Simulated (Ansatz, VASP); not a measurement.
Ba: VASP beside Ansatz

Contents of INCAR:

```
SYSTEM = Ba
PREC     = Accurate       ! precision mode
ENCUT    = 520            ! plane-wave cutoff, eV
EDIFF    = 1E-7           ! SCF threshold, eV
ISMEAR   = 0              ! smearing method
SIGMA    = 0.03           ! smearing width, eV
LREAL    = .FALSE.        ! projectors in reciprocal space
LASPH    = .TRUE.         ! aspherical terms in the spheres
NELM     = 60             ! most SCF steps
ALGO     = Normal         ! electronic algorithm
ISIF     = 2              ! what is computed and relaxed
LWAVE    = .FALSE.        ! write WAVECAR
LCHARG   = .FALSE.        ! write CHGCAR
GGA      = CA             ! functional
NBANDS   = 11             ! bands
```

Contents of KPOINTS:

```
Automatic mesh
0
G
  9 9 9
  0 0 0
```

Contents of POSCAR:

```
Ba
1.0
   -2.3789385306      2.3789385306      2.3789385306
    2.3789385306     -2.3789385306      2.3789385306
    2.3789385306      2.3789385306     -2.3789385306
Ba
1
Direct
    0.0000000000      0.0000000000      0.0000000000
```

Input for Ansatz:

```yaml
crystal:
  lattice:
    - [-2.3789385306, 2.3789385306, 2.3789385306]
    - [2.3789385306, -2.3789385306, 2.3789385306]
    - [2.3789385306, 2.3789385306, -2.3789385306]
  atoms:
    - { symbol: Ba, position: [0.0, 0.0, 0.0] }
hamiltonian:
  xc: lda
  pseudopotentials:
    kind: paw
    azcp:
      Ba: "pseudopotentials/Ba.paw.azcp"
basis:
  ecutwfc: 420
  fft_grid_basis: typed
kpoints:
  mp_grid: { grid: [9, 9, 9], shift: [0, 0, 0] }
magnetization:
  spin_polarized: false
scf:
  occupations: { method: gaussian, width: 0.03 }
  lower_state_search: "off"
output:
  stress: true
```

Alike in both runs: task single point; functional LDA; k mesh 9 × 9 × 9; occupations gaussian, width 0.03 eV; no spin polarisation.

|  | VASP | Ansatz |
| --- | --- | --- |
| version | VASP 6.6.1 | Ansatz 0.2.0 |
| potentials or method | VASP PAW LDA potentials, release 64 (Ba_sv) | plane waves (420 eV) with PAW, scalar-relativistic |
| plane-wave cutoff (eV) | 520 | 420 |
| valence electrons in the cell | 10 | 10 |

|  | VASP | Ansatz | Ansatz less VASP |
| --- | --- | --- | --- |
| pressure (GPa) | 0.1 | 0.0 | -0.10 |

Ansatz warned: «pseudo_functional_mismatch».

Spin-orbit coupling is left out, which matters for the levels of Ba.
